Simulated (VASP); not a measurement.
Here is a VASP 6.6.1 calculation.

File INCAR:

```
SYSTEM = Nb
PREC = Accurate ; ENCUT = 520
EDIFF = 1E-6 ; ISMEAR = -1
SIGMA = 0.05 ; LREAL = .False.
LASPH = .True. ; NELM = 150
ALGO = Normal ; ISIF = 2
LWAVE = .False. ; LCHARG = .False.
ISPIN = 2 ; MAGMOM = 1
LORBIT = 11 ; LMAXMIX = 4
GGA = PE ; NBANDS = 16
```

File KPOINTS:

```
regular mesh
0
Gamma
  14 14 14
  0 0 0
```

The input POSCAR:

```
Nb
1.0
    0.0000000000      2.0221436383      2.0221436383
    2.0221436383      0.0000000000      2.0221436383
    2.0221436383      2.0221436383      0.0000000000
Nb
1
Direct
    0.0000000000      0.0000000000      0.0000000000
```

Potentials or basis: VASP PAW PBE potentials, release 64 (Nb_sv).

The run is started by

```bash
$ cat potpaw_PBE.64/Nb_sv/POTCAR > POTCAR
$ mpirun -np 1 vasp_std > vasp.out
```

Problem. Estimate the band gap on the k mesh.

Solution. None (metal or under the smearing width).

Problem. What does it give for the net moment?

Solution. 0.00 μB per cell.

Problem. What does it give for the pressure?

Solution. 25.3 GPa.

Caveat: so large a pressure means that the cell lies far from this level's equilibrium, or that cutoff or potentials fall short.
